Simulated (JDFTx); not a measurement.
**ZnO (zincite) under changes of volume**

One of the cells (11.900 Å³/atom); the others are scaled copies at fixed shape and fractional positions:

```
Zn O
1.0
     3.24931    0.00000    0.00000
    -1.62465    2.81398    0.00000
     0.00000    0.00000    5.20571
Zn O
2 2
Direct
  0.66667 0.33333 0.00000
  0.33333 0.66667 0.50000
  0.33333 0.66667 0.87901
  0.66667 0.33333 0.37901
```

```yaml
Program: JDFTx 1.7.0 (patched build)
Functional: PBEsol
Potentials_or_basis: PseudoDojo-SR-PBEsol-0.4.1-standard with smoothed tails
Cutoff: 1143 eV
Density_cutoff: 9143 eV
k_mesh: 9 × 9 × 5
Occupations: fermi-dirac, width 0.05 eV
Spin: no spin polarisation
```

```tsv
volume (Å³/atom)	energy over the lowest point (meV/atom)	pressure (GPa)	gap on the mesh (eV)	largest force (eV/Å)
11.186	12.64	7.8	0.86	0.084
11.424	3.78	4.2	0.83	0.076
11.662	0.00	0.9	0.79	0.069
11.900	0.77	-2.0	0.76	0.062
12.138	?	?	?	?
12.376	14.11	-6.9	0.70	0.048
12.614	25.87	-9.0	0.67	0.042
```

Problem. What does the run at 12.138 Å³/atom give?

Solution. Energy over the lowest point 5.61 meV/atom; pressure -4.6 GPa; gap on the mesh 0.73 eV; largest force 0.055 eV/Å.

Worked out: A Birch-Murnaghan fit of order 3 (a polynomial in V^(-2/3)) to the other rows has its minimum at 11.74 Å³/atom with B0 = V·E''(V) = 146 GPa and B' = 4.4 at fixed shape and positions, which overstates the stiffness. It gives 5.62 meV/atom at 12.138 Å³/atom, against the run's 5.61, and -dE/dV = -4.5 GPa, against -4.6. A straight line through the other rows of the gap, of slope -1.59 eV per unit of ln V (its deformation potential), gives 0.73 eV, against the run's 0.73.

Energies are extrapolated to zero smearing.
